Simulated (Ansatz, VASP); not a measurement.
## Mo: VASP beside Ansatz

Contents of INCAR:

```
  ALGO = Normal
  EDIFF = 1E-6
  ENCUT = 520
  ISIF = 2
  ISMEAR = 0
  LASPH = T
  LCHARG = F
  LREAL = F
  LWAVE = F
  NBANDS = 13
  NELM = 80
  PREC = Accurate
  SIGMA = 0.05
```

File KPOINTS:

```
k-points
0
Gamma
  18 18 18
```

Contents of POSCAR:

```
Mo
1.0
   -1.5387224154      1.5387224154      1.5387224154
    1.5387224154     -1.5387224154      1.5387224154
    1.5387224154      1.5387224154     -1.5387224154
Mo
1
Direct
    0.0000000000      0.0000000000      0.0000000000
```

Input for Ansatz:

```yaml
crystal:
  lattice:
    - [-1.5387224154, 1.5387224154, 1.5387224154]
    - [1.5387224154, -1.5387224154, 1.5387224154]
    - [1.5387224154, 1.5387224154, -1.5387224154]
  atoms:
    - { symbol: Mo, position: [0.0, 0.0, 0.0] }
basis:
  ecutwfc: 420
  ecutrho_ratio: 4
kpoints:
  mp_grid: { grid: [18, 18, 18] }
hamiltonian:
  xc: lda
scf:
  occupations: { method: gaussian, width: 0.05 }
output:
  forces: true
  stress: true
  eigenvalues: true
```

Alike in both runs: task single point; functional LDA; k mesh 18 × 18 × 18; occupations gaussian, width 0.05 eV; no spin polarisation.

```csv
,VASP,Ansatz
version,VASP 6.6.1,Ansatz 0.2.0
potentials or method,"VASP PAW LDA potentials, release 64 (Mo_sv)","scalar-relativistic, plane waves, PAW"
plane-wave cutoff (eV),520,420
valence electrons in the cell,14,14
```

|  | VASP | Ansatz | Ansatz less VASP |
| --- | --- | --- | --- |
| pressure (GPa) | 11.8 | 10.4 | -1.40 |
